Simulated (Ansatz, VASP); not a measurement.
## One calculation of Hf, two programs

The input INCAR:

```
PREC = Accurate
ENCUT = 520
EDIFF = 1E-6
ISMEAR = -5
SIGMA = 0.05
LREAL = F
LASPH = T
NELM = 150
ALGO = Normal
ISIF = 2
LWAVE = F
LCHARG = F
LMAXMIX = 4
LDAU = T
LDAUTYPE = 2
LDAUL = 2
LDAUU = 4
LDAUJ = 0
LDAUPRINT = 1
GGA = RE
NBANDS = 17
```

KPOINTS

```
regular mesh
0
Gamma
  10 10 5
```

The input POSCAR:

```
Hf
1.0
    3.1967000000      0.0000000000      0.0000000000
   -1.5983500000      2.7684234083      0.0000000000
    0.0000000000      0.0000000000      5.0578000000
Hf
2
Direct
    0.6666666667      0.3333333333      0.7500000000
    0.3333333333      0.6666666667      0.2500000000
```

Contents of input.yaml:

```yaml
crystal:
  lattice:
    - [3.1967, 0.0, 0.0]
    - [-1.59835, 2.7684234083, 0.0]
    - [0.0, 0.0, 5.0578]
  atoms:
    - { symbol: Hf, position: [0.6666666667, 0.3333333333, 0.75] }
    - { symbol: Hf, position: [0.3333333333, 0.6666666667, 0.25] }
hamiltonian:
  xc: revpbe
  pseudopotentials: { kind: nc, source: spms }
  hubbard:
    sites: [{ species: Hf, l: d, u_eff: 4.0 }]
    projectors: all-electron-atomic
kpoints:
  mp_grid: { grid: [10, 10, 5] }
scf:
  occupations: { method: tetrahedron }
  mixing: { algorithm: anderson, beta: 0.05 }
output:
  forces: true
  stress: true
  eigenvalues: true
  write_density: true
  write_potential: true
  elf: true
  volumetric_format: npy
```

Alike in both runs: functional revPBE; k mesh 10 × 10 × 5; occupations tetrahedron; no spin polarisation; Hubbard terms Hf d U = 4.0 eV.

|  | VASP | Ansatz |
| --- | --- | --- |
| version | VASP 6.6.1 | Ansatz 0.2.0 |
| potentials or method | VASP PAW PBE potentials, release 64 (Hf_pv) | SPMS NC |
| plane-wave cutoff (eV) | 520 | 408 |
| valence electrons in the cell | 20 | 24 |
| task | single point | electron localisation function |

|  | VASP | Ansatz | Ansatz less VASP |
| --- | --- | --- | --- |
| gap on the k mesh at the Fermi level (eV) | none | none | - |
| pressure (GPa) | 15.7 | 1.3 | -14.45 |
| largest component of the traceless stress (GPa) | 0.09 | 0.00 | -0.092 |

The programs project onto different local orbitals, so the same U acts differently. A gap of «none» marks a metal or a gap that the smearing closes. The two sets of potentials don't hold the same shells in valence.

Caveats: U without spin polarisation on a metal has little footing; the U is typed as a test and isn't derived for this compound; the PAW data sets were made with another functional, which shifts forces and pressure a little (VASP); tetrahedron occupations give inexact forces and stress in metals (VASP); the potentials were made for another functional, which shifts forces and pressure (Ansatz); with tetrahedron occupations forces and stress needn't match the slope of the energy (Ansatz). Spin-orbit coupling is left out, which matters for the levels of Hf.
